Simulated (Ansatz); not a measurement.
## Hf2COS MXene monolayer in a perpendicular field

Aim: how the Hf2COS MXene monolayer screens a field along its normal, and what the field does to its bands. A positive field points along +c.

Calculated with Ansatz 0.2.0; plane-wave DFT, PBE-D3(BJ), Ansatz PAW (set soft_1); PAW set soft_1.

**1. Starting point**

The cell holds 5 atoms: 1 S, 2 Hf, 1 C and 1 O. Its edges and angles: a = 3.289 Å, b = 3.289 Å, c = 42.187 Å, α = 90.0°, β = 90.0°, γ = 120.0°. Vacuum lies along c.

**2. Relaxation**

The starting cell is a guess, so the in-plane lattice and the atoms are relaxed first, with the slab cut off from its images along the normal.

input.yaml

```yaml
crystal:
  lattice:
    - [3.289, 0.0, 0.0]
    - [-1.6445, 2.848357553, 0.0]
    - [0.0, 0.0, 42.1866226628]
  atoms:
    - { symbol: S, position: [0.3333333333, 0.6666666667, 0.4337867989] }
    - { symbol: Hf, position: [0.6666666667, 0.3333333333, 0.4767482254] }
    - { symbol: C, position: [0.0, 0.0, 0.5075103887] }
    - { symbol: Hf, position: [0.3333333333, 0.6666666667, 0.5382725519] }
    - { symbol: O, position: [0.6666666667, 0.3333333333, 0.5662132011] }
  periodic: [true, true, false]
kpoints:
  mp_grid: { grid: [12, 12, 1] }
hamiltonian:
  xc: pbe
  dispersion: d3bj
  pseudopotentials: { kind: paw, azcp: { folder: soft_1 } }
scf:
  occupations: { method: fermi_dirac, width: 0.05 }
  convergence: { dr2_threshold: 1.0e-09 }
relax:
  f_tol: 0.004
  max_steps: 90
  cell: {}
output:
  write_potential: true
  write_density: true
  volumetric_format: npy
```

Started as:

```sh
$ ansatz run input.yaml --threads 2 --pin off --max-ram 3072MiB --backend cpu --events-out ev --progress --plain --runs-dir out
```

Output:

```text
Warning: relax.cell: scf.convergence.dr2_threshold = 1e-9 eV is looser than the 2.05809757585e-10 eV advised for a relaxation that steers and ends on the stress (1e-10 eV for each atom of the cell: 5, times the square of relax.cell.stress_2d_tol = 0.05 N/m over 15.6 Å (the atoms' height at the walk's start and 5 Å past either face), 3.208e-2 GPa, over a crystal's default 0.05). What an SCF threshold leaves in a stress goes as its square root, and in the free energy as the threshold itself, and one threshold admits the most on a small cell: [figures from the program's tests cut] Set scf.convergence.dr2_threshold to 2.05809757585e-10 eV or tighter. [rest of the remark cut]
Engine: ansatz 0.2.0, aarch64-unknown-linux-gnu
Pseudopotentials: kind: paw
Pseudopotential: S, paw, valence charge 6, recommended cutoff 420 eV (normal), soft_1/S.paw.azcp
Pseudopotential: Hf, paw, valence charge 26, recommended cutoff 420 eV (normal), soft_1/Hf.paw.azcp
Pseudopotential: C, paw, valence charge 4, recommended cutoff 420 eV (normal), soft_1/C.paw.azcp
Pseudopotential: O, paw, valence charge 6, recommended cutoff 420 eV (normal), soft_1/O.paw.azcp
Functional definition: PBE
  parameter kappa = 0.804
  parameter beta = 0.066725
  exchange = pbe_x(kappa = kappa, mu = beta*pi^2/3)
  correlation = pbe_c(beta = beta)
Crystal: 5 atoms, lattice volume = 395.215 Å³
Basis set: ecut = 420 eV, 7881 PW (Γ), exchange–correlation on 48×48×576 points (8 copies of the dense FFT grid, shifted against one another)
Bands: 41, of which v1, the nominal top of the filled ones, is band 34 counted from 1 (33 counted from 0)
Symmetry: 6 space group operations
Space group: P3m1 (ITA 156), of the structure as read, at distance tolerance 7.3e-5 Å
k-points: 19 of 144 (time reversal used)
Non-local potential: S, projectors of the file, l = 0: 2, l = 1: 2, l = 2: 1
Non-local potential: Hf, projectors of the file, l = 0: 3, l = 1: 2, l = 2: 2, l = 3: 3
Non-local potential: C, projectors of the file, l = 0: 2, l = 1: 2, l = 2: 1
Non-local potential: O, projectors of the file, l = 0: 2, l = 1: 2, l = 2: 1
PAW form: soft (Blöchl's): semilocal exchange-correlation on the pseudo side does not see the compensation charge
PAW one-centre angular grid: S, 110 points (default); XC on 64 Gauss nodes
PAW one-centre angular grid: Hf, 590 points (default); XC on 64 Gauss nodes
PAW one-centre angular grid: C, 110 points (default); XC on 64 Gauss nodes
PAW one-centre angular grid: O, 110 points (default); XC on 64 Gauss nodes
Initial density: superposition of atomic densities (neutral atoms: chi_scale 0, normalization atom)
Initial wavefunctions: pseudopotential atomic-orbital guess
Functional: x = pbe(κ = 0.804, μ = 0.219515), c = pbe(β = 0.066725)
SCF iter   1: F=—  HF=-33175.890450 eV  |F-HF|=—  |Δ(HF+E_count)|=         —  Δρ=5.64e-2  dr2=1.95e1  ethr=3.10e-3  ⟨swp⟩=13.6  Hψ=4910  notcnv=0  defer=1
preconditioner: auto → LDOS  [metal: Δε(μ)=0.033 eV  Ē_g=16.293 eV  σ=0.050 eV  W_gap=0.17  n_scr=26 (ndim 8)  ℏωp=14.9 eV  f_vac=0.788  D(μ)=2.16/eV (n_scr^D=12)  β→1.0]
SCF iter   2: F=—  HF=-33176.716251 eV  |F-HF|=—  |Δ(HF+E_count)|=   8.26e-1  Δρ=7.69e-2  dr2=2.72e1  ethr=3.10e-3  ⟨swp⟩=7.1  Hψ=2777  notcnv=0  defer=26
SCF iter   3: F=—  HF=-33171.522504 eV  |F-HF|=—  |Δ(HF+E_count)|=    5.19e0  Δρ=1.10e-2  dr2=4.09e-1  ethr=3.10e-3  ⟨swp⟩=5.3  Hψ=2452  notcnv=0  defer=26
SCF iter   4: F=—  HF=-33171.458591 eV  |F-HF|=—  |Δ(HF+E_count)|=   6.39e-2  Δρ=3.50e-3  dr2=9.05e-2  ethr=6.01e-4  ⟨swp⟩=4.7  Hψ=1849  notcnv=0  defer=28
SCF iter   5: F=—  HF=-33171.451681 eV  |F-HF|=—  |Δ(HF+E_count)|=   6.91e-3  Δρ=1.53e-3  dr2=1.83e-2  ethr=1.33e-4  ⟨swp⟩=3.7  Hψ=1942  notcnv=0  defer=27
SCF iter   6: F=—  HF=-33171.448581 eV  |F-HF|=—  |Δ(HF+E_count)|=   3.10e-3  Δρ=5.42e-4  dr2=3.30e-3  ethr=2.69e-5  ⟨swp⟩=3.7  Hψ=1901  notcnv=0  defer=27
SCF iter   7: F=—  HF=-33171.448196 eV  |F-HF|=—  |Δ(HF+E_count)|=   3.85e-4  Δρ=1.19e-4  dr2=5.60e-5  ethr=4.85e-6  ⟨swp⟩=3.2  Hψ=1532  notcnv=0  defer=27
SCF iter   8: F=—  HF=-33171.448258 eV  |F-HF|=—  |Δ(HF+E_count)|=   6.25e-5  Δρ=5.33e-5  dr2=7.82e-6  ethr=8.23e-8  ⟨swp⟩=3.6  Hψ=1983  notcnv=0  defer=27
SCF iter   9: F=—  HF=-33171.448259 eV  |F-HF|=—  |Δ(HF+E_count)|=   2.60e-7  Δρ=1.38e-5  dr2=3.84e-7  ethr=1.15e-8  ⟨swp⟩=3.2  Hψ=1803  notcnv=0  defer=27
SCF iter  10: F=—  HF=-33171.448262 eV  |F-HF|=—  |Δ(HF+E_count)|=   3.92e-6  Δρ=5.36e-6  dr2=1.68e-7  ethr=5.64e-10  ⟨swp⟩=4.4  Hψ=2213  notcnv=0  defer=27
SCF iter  11: F=—  HF=-33171.448263 eV  |F-HF|=—  |Δ(HF+E_count)|=   9.94e-8  Δρ=1.70e-6  dr2=8.46e-9  ethr=2.48e-10  ⟨swp⟩=2.9  Hψ=1580  notcnv=0  defer=27
SCF iter  12: F=-33171.448263 eV  HF=-33171.448263 eV  |F-HF|=1.79e-8  |Δ(HF+E_count)|=   3.09e-8  Δρ=5.76e-7  dr2=7.30e-10  ethr=1.00e-12  ⟨swp⟩=35.7  Hψ=15770  notcnv=0
SCF 1 converged in 12 iterations: F = -33171.448263 eV  dr2 = 7.30e-10
  Residual-converged pass: ⟨swp⟩=2.2  Hψ=1061  notcnv=0  max |occ|·‖R‖ = 7.0e-9 eV (tolerance 1.0e-8 eV)  dr2=7.30e-10  dr2_onsite=2.59e-10  max |Δocc| = 7.5e-14
  greatest PAW one-centre occupation: 0.999 electrons in one spin orbital (limit 2), on the Hf atom at site 3 (counted from 0), in its partial waves of l = 0
relax step   1: F+E_penalty+E_count = -33171.44826264 eV  Δ(F+E_penalty+E_count) = +0.000e0 eV  max|allowed force component| = 4.153e0 eV/Å  Δτ_max = 0.0000 Å  P = -2.199 N/m  Ω = 395.215 Å³  fix = [c, alpha, beta]  reactions: c +0.000 N/m  (12 SCF iters, accepted)
Crystal: 5 atoms, lattice volume = 399.000 Å³
Basis set: ecut = 420 eV, 7941 PW (Γ), exchange–correlation on 48×48×576 points (8 copies of the dense FFT grid, shifted against one another)
Initial density: handed on by an earlier stage of this run
Initial wavefunctions: those handed on with the density
iter 1 solved again at ethr=2.53e-3 eV; its pass at ethr=3.10e-3 eV (dr2=1.72e0 eV) is discarded
SCF iter   1: F=—  HF=-33172.267228 eV  |F-HF|=—  |Δ(HF+E_count)|=         —  Δρ=1.05e-2  dr2=1.74e0  ethr=2.53e-3  ⟨swp⟩=1.8  Hψ=5606  notcnv=0
preconditioner: auto → LDOS  [insulator: Δε(μ)=0.218 eV  Ē_g=16.983 eV  σ=0.050 eV  W_gap=0.60  n_scr=26 (ndim 8)  ℏωp=14.9 eV  f_vac=0.800  D(μ)=0.47/eV (n_scr^D=6)  ε∞_Penn≈1.8  β→1.0]
SCF iter   2: F=—  HF=-33172.521397 eV  |F-HF|=—  |Δ(HF+E_count)|=   2.54e-1  Δρ=1.55e-2  dr2=4.19e0  ethr=2.53e-3  ⟨swp⟩=8.1  Hψ=3187  notcnv=0  defer=49  recentre
SCF iter   3: F=—  HF=-33171.951526 eV  |F-HF|=—  |Δ(HF+E_count)|=   5.70e-1  Δρ=2.57e-3  dr2=1.26e-1  ethr=2.53e-3  ⟨swp⟩=6.1  Hψ=2095  notcnv=0  defer=23
[...]
[... from here on, the SCF cycles and remarks between the steps are left out ...]
relax step   4: F+E_penalty+E_count = -33172.09155192 eV  Δ(F+E_penalty+E_count) = -1.069e-1 eV  max|allowed force component| = 1.960e-1 eV/Å  Δτ_max = 0.1255 Å  P = -0.355 N/m  Ω = 404.381 Å³  energy of the carried Pulay correction = -2.145e-3 eV  fix = [c, alpha, beta]  reactions: c -0.000 N/m  (9 SCF iters, accepted)
relax step   5: F+E_penalty+E_count = -33172.09414109 eV  Δ(F+E_penalty+E_count) = -2.589e-3 eV  max|allowed force component| = 4.721e-2 eV/Å  Δτ_max = 0.0175 Å  P = +0.063 N/m  Ω = 404.726 Å³  energy of the carried Pulay correction = -2.225e-3 eV  fix = [c, alpha, beta]  reactions: c +0.000 N/m  (8 SCF iters, accepted)
relax step   6: F+E_penalty+E_count = -33172.09416901 eV  Δ(F+E_penalty+E_count) = -2.792e-5 eV  max|allowed force component| = 5.117e-3 eV/Å  Δτ_max = 0.0017 Å  P = -0.007 N/m  Ω = 405.022 Å³  energy of the carried Pulay correction = -2.293e-3 eV  fix = [c, alpha, beta]  reactions: c -0.000 N/m  (7 SCF iters, accepted)
relax step   7: F+E_penalty+E_count = -33172.09418026 eV  Δ(F+E_penalty+E_count) = -1.125e-5 eV  max|allowed force component| = 8.965e-3 eV/Å  Δτ_max = 0.0006 Å  P = +0.003 N/m  Ω = 404.972 Å³  energy of the carried Pulay correction = -2.282e-3 eV  fix = [c, alpha, beta]  (6 SCF iters, rejected (line search))
relax step   8: F+E_penalty+E_count = -33172.09417733 eV  Δ(F+E_penalty+E_count) = -8.317e-6 eV  max|allowed force component| = 1.352e-3 eV/Å  Δτ_max = 0.0003 Å  P = -0.002 N/m  Ω = 404.993 Å³  energy of the carried Pulay correction = -2.287e-3 eV  fix = [c, alpha, beta]  reactions: c -0.000 N/m  (5 SCF iters, accepted)
relax step   9: F+E_penalty+E_count = -33172.09688048 eV  Δ(F+E_penalty+E_count) = -2.703e-3 eV  max|allowed force component| = 2.291e-3 eV/Å  Δτ_max = 0.0000 Å  P = +0.053 N/m  Ω = 404.993 Å³  fix = [c, alpha, beta]  reactions: c +0.000 N/m  stress off target by 5.35e-2 N/m on what of the cell is left free  SCF on the basis re-selected at this cell (its energy is not comparable with the rows above)  (6 SCF iters)
relax step  10: F+E_penalty+E_count = -33172.09684914 eV  Δ(F+E_penalty+E_count) = +3.135e-5 eV  max|allowed force component| = 7.248e-4 eV/Å  Δτ_max = 0.0004 Å  P = -0.004 N/m  Ω = 405.153 Å³  energy of the carried Pulay correction = -3.731e-5 eV  fix = [c, alpha, beta]  reactions: c -0.000 N/m  (5 SCF iters, accepted)
iter 1 solved again at ethr=5.96e-7 eV; its pass at ethr=3.10e-3 eV (dr2=4.05e-4 eV) is discarded
SCF iter   1: F=—  HF=-33172.096366 eV  |F-HF|=—  |Δ(HF+E_count)|=         —  Δρ=2.20e-5  dr2=1.40e-7  ethr=5.96e-7  ⟨swp⟩=5.7  Hψ=8529  notcnv=0
eigensolver tolerance schedule: the retry pair's looser diagonalisation over-reported the residual by 2889.08 of it (diagonalisation noise at 1.25 of the residual, at the tolerance the schedule requests for it); recorded, not acted on — ethr = c·dr2/N_el stays at c = 1.0e-1
preconditioner: auto → LDOS  [metal: Δε(μ)=0.092 eV  Ē_g=16.848 eV  σ=0.050 eV  W_gap=0.37  n_scr=26 (ndim 8)  ℏωp=14.8 eV  f_vac=0.803  D(μ)=0.74/eV (n_scr^D=6)  β→1.0]
SCF iter   2: F=—  HF=-33172.096890 eV  |F-HF|=—  |Δ(HF+E_count)|=   5.24e-4  Δρ=7.77e-6  dr2=6.94e-7  ethr=2.06e-10  ⟨swp⟩=6.6  Hψ=3688  notcnv=0
SCF iter   3: F=—  HF=-33172.096890 eV  |F-HF|=—  |Δ(HF+E_count)|=   1.13e-7  Δρ=2.02e-6  dr2=1.51e-8  ethr=2.06e-10  ⟨swp⟩=3.9  Hψ=1413  notcnv=0
SCF iter   4: F=—  HF=-33172.096890 eV  |F-HF|=—  |Δ(HF+E_count)|=   1.83e-9  Δρ=6.98e-7  dr2=7.11e-9  ethr=2.22e-11  ⟨swp⟩=3.3  Hψ=1746  notcnv=0
SCF iter   5: F=-33172.096890 eV  HF=-33172.096890 eV  |F-HF|=3.69e-8  |Δ(HF+E_count)|=   3.12e-8  Δρ=3.27e-7  dr2=5.40e-10  ethr=1.47e-12  ⟨swp⟩=16.8  Hψ=9341  notcnv=0
SCF 11 converged in 5 iterations: F = -33172.096890 eV  dr2 = 5.40e-10
relax step  11: F+E_penalty+E_count = -33172.09688986 eV  Δ(F+E_penalty+E_count) = -4.072e-5 eV  max|allowed force component| = 7.251e-4 eV/Å  Δτ_max = 0.0000 Å  P = -0.003 N/m  Ω = 405.153 Å³  fix = [c, alpha, beta]  reactions: c -0.000 N/m  stress off target by 3.48e-3 N/m on what of the cell is left free  SCF on the basis re-selected at this cell (its energy is not comparable with the rows above)  (5 SCF iters)
basis re-selected at this cell: Δ(F+E_penalty+E_count) = -4.072e-5 eV, ΔP = +0.000 N/m vs the last step (what re-selecting the basis moved, of the pressure what is left beyond the Pulay correction that the steps carried, after the strain that the cell walked since its last selection, with what the two solves' SCF thresholds leave and, on support functions, any second-order correction that the steps lacked; it is no m [...]
WARN: The output density's exchange-correlation potential varies sharply where the density is thin. Do not read a vacuum level from v_tot or v_xc, or from such a field of the output density. On a cell that repeats whose density bears no net charge and no dipole along the vacuum's axis use v_es (v_loc + v_h of the components); under efield.dipole_correction with no amplitude use v_es + v_field, which holds any externa [...]
SCF converged after 5 iterations
Free energy (F): -33172.096890 eV
Harris-Foulkes:  -33172.096890 eV  (|F-HF|=3.69e-8)
Internal energy: -33172.091183 eV  (E = F + TS)
E sigma→0 (E₀):  -33172.094037 eV
Entropy (-TS):   -0.005707 eV (-1.141 meV/atom)
Fermi energy:    -5.350752 eV
--- Per-component energies (eV) ---
  E_band       = -1455.843397
  E_kinetic    = 1172.754353
  E_local      = -389497.534576  (includes V_loc(G=0)·N_el)
  E_nonlocal   = 233.730739
  E_hartree    = 193780.580616
  E_xc         = -741.016797
  E_vxc        = -742.290751  (∫ρ·V_xc dr)
  E_paw        = -16268.390620  (= ΣΔE_a)
  E_vpaw       = -183.665943  (= ΣTr[D̂ρ^β])
  E_aug_tail   = 0.000908  (compensation charges beyond the density's cutoff)
  E_ewald      = 178148.956720
  E_disp       = -1.172525  (pairwise vdW)
  E_smearing   = -0.005707  (= −TS)
  E_closure    = -0.000000  (closes the sum)
  Σ components = -33172.096890   (vs F -33172.096890, Δ=0.00e0)
--- Forces (eV/Å), atoms counted from 1 ---
  atom   1  S      0.00000000    -0.00000000    -0.00004087
  atom   2  Hf    -0.00000000     0.00000000     0.00008926
  atom   3  C     -0.00000000     0.00000000     0.00044549
  atom   4  Hf    -0.00000000     0.00000000     0.00024049
  atom   5  O      0.00000000     0.00000000    -0.00072276
  max |Σ_I F_I| component: 1.16e-5 eV/Å
--- 2D stress c σ (N/m, compression-positive) ---
       -0.003485       0.000000       0.000000
        0.000000      -0.003485       0.000000
        0.000000       0.000000      -0.000000
  P = ½ c Tr σ = -0.0035 N/m
--- Band table (eV; the first three rows and the last of 19) ---
  k-point 0: bands = [... 30 lower, -7.5024, -6.5807, -5.1157, -5.1157, -3.7181, -3.7181, -3.6026, -2.1789, ... 3 higher]
  k-point 1: bands = [... 30 lower, -7.4865, -6.4091, -5.7780, -5.4377, -3.8994, -3.3719, -3.2001, -2.0833, ... 3 higher]
  k-point 2: bands = [... 30 lower, -7.4784, -7.1586, -6.1955, -5.9085, -4.3250, -2.8547, -2.6668, -2.1518, ... 3 higher]
  k-point 18: bands = [... 30 lower, -8.7591, -8.0455, -7.7061, -7.6694, -3.0454, -2.5715, -1.9880, -1.3605, ... 3 higher]
  the weakly bound empty levels are not read free of the cell's end (no_gap_told)
--- Relaxed structure (9 steps of the walk, 8 accepted, 2 SCFs on fresh bases) ---
  F+E_penalty+E_count = -33172.09688986 eV   max|allowed force component| = 7.251e-4 eV/Å   (the final SCF, on the basis selected at the relaxed cell)
  cell:  # Å, volume = 405.1529 Å³
    - [3.330096, 3.041731e-18, 0]
    - [-1.665048, 2.883948, 0]
    - [0, 0, 42.1866226628]
  atoms:
    - { symbol: S, position: [0.333333, 0.666667, 0.438172] }
    - { symbol: Hf, position: [0.666667, 0.333333, 0.475975] }
    - { symbol: C, position: [0, 0, 0.507203] }
    - { symbol: Hf, position: [0.333333, 0.666667, 0.539845] }
    - { symbol: O, position: [0.666667, 0.333333, 0.561336] }
```

Run time: 3.4 min. Hardware: 2 threads of Arm Neoverse V1, shared host; peak memory 0.8 GiB; 6.8 min of CPU time.

Relaxation path:

```csv
step,energy less that of the first step (eV),largest force component (eV/Å),volume (Å³)
1,0.0000,4.1533,395.21
2,-0.4877,2.3903,399.00
3,-0.5364,1.1121,416.81
4,-0.6433,0.1960,404.38
5,-0.6459,0.0472,404.73
6,-0.6459,0.0051,405.02
7,-0.6459,0.0090,404.97
8,-0.6459,0.0014,404.99
9*,-0.6486,0.0023,404.99
10,-0.6486,0.0007,405.15
11*,-0.6486,0.0007,405.15
```

Relaxation steps marked * repeat the geometry before them on a plane-wave basis chosen anew for their cell, so energy and pressure can jump there. Relaxation step 7 was tried and not accepted.

The run keeps the 6 symmetry operations that the program found, so distortions that break them were not tested.

```csv
cell as run,before,after,change
a (Å),3.289,3.330,+1.2 %
b (Å),3.289,3.330,+1.2 %
```

The atoms that moved most (Å, along periodic axes as changes of fractional coordinates times the final cell, across vacuum about the mean position):

```csv
atom,dx,dy,dz,length
O5,0.000,0.000,-0.206,0.206
S1,0.000,0.000,0.185,0.185
Hf4,0.000,0.000,0.066,0.066
Hf2,0.000,0.000,-0.033,0.033
C3,0.000,0.000,-0.013,0.013
```

Final coordinates:

```xyz
5
Lattice="3.3301 0.0000 0.0000 -1.6650 2.8839 0.0000 0.0000 0.0000 42.1866" Properties=species:S:1:pos:R:3
S     0.0000    1.9226   18.4850
Hf    1.6650    0.9613   20.0798
C     0.0000    0.0000   21.3972
Hf    0.0000    1.9226   22.7742
O     1.6650    0.9613   23.6809
```

Numbers from this step:

* energy at zero smearing: -33172.0940 eV

The lattice constant a goes from 3.289 to 3.330 Å.

[end of part 1 of 2]

[Long decimals in the printed logs are rounded to 6 places.]

[Logs are printed without paths, hosts, clocks, repeated set-up lines and the standing remarks that a program may print on its own settings, such as how far it seeks lower states.]

[Hosts, paths, dates, database ids (printed as entryN), source tags and the programs' standing remarks are cut or masked in the printed files.]

[Maps of the electrostatic potential energy from Ansatz leave out the sawtooth potential of an applied field or a dipole correction, so their vacuum need not be flat; planar profiles and work functions include it.]
